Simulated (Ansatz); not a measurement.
An input for Ansatz 0.2.0 (Lu):

The input input.yaml:

```yaml
crystal:
  lattice: { a: 3.90821422, b: 3.90821422, c: 3.90821422, alpha: 90.0, beta: 90.0, gamma: 90.0 }
  space_group: 229
  reduce_to_primitive: true
  atoms:
    - { symbol: Lu, wyckoff: "2a", position: [0.0, 0.0, 0.0] }
hamiltonian:
  xc:
    exchange: r2scan
    correlation: r2scan
    exx: { coeff: inverse_dielectric }
  pseudopotentials: { kind: paw }
  dispersion: d3bj
kpoints:
  mp_grid: { grid: [6, 6, 6] }
scf:
  occupations: { method: gaussian, width: 0.02 }
  n_extra_bands: 6
output:
  forces: true
  stress: true
  eigenvalues: true
  dos: { projected: true, de: 0.05 }
```

Potentials or basis: Ansatz PAW.

Launch:

```sh
$ ansatz run input.yaml --threads 1 --pin off --max-ram 2560MiB --backend cpu --events-out ev --progress --plain --runs-dir out
```

Task: How does this run end?

Result: The run stopped without a result. It printed:

Output:

```text
Warning: output.stress: scf.convergence.dr2_threshold = 1e-7 eV (the SCF's general default) is looser than the 1e-10 eV advised for a printed stress (1e-10 eV for each atom of the cell: 1). What an SCF threshold leaves in a stress goes as its square root, and in the free energy as the threshold itself, and one threshold admits the most on a small cell: of the crystals measured, under no hybrid functional and no lock of the moments, on runs that ended without the residual-converged pass, on stresses that held no estimate of that error, the worst erred by over 100 MPa in a component at 1e-7 eV an atom and by under 5 at 1e-10. Set scf.convergence.dr2_threshold to 1e-10 eV or tighter. The threshold is an SCF's pass mark: one that does not reach it within its budget of iterations ends unconverged, or closes short of it on a stop that the run arms, and scf.convergence.dr2_threshold's page says what that costs each kind of run
Warning: output.stress: scf.exx.energy_threshold = 1e-6 eV is looser than the 1e-8 eV advised for a stress under a hybrid functional (1e-8 eV for each atom of the cell: 1). Every SCF of the exchange loop can meet its threshold on dr2 while the loop round them stops early: no threshold on dr2 bounds what that leaves in the stress. Set scf.exx.energy_threshold to 1e-8 eV or tighter. The threshold is the loop's pass mark: a loop that does not reach it within its budget of cycles ends unconverged, and scf.exx.energy_threshold's page has the law
Error: inconsistent input (hamiltonian.xc.exx): inverse_dielectric: a primitive cell of the crystal, on which the dielectric tensor is taken, has no even number of electrons, as an insulator without a net moment has; type the fraction
```
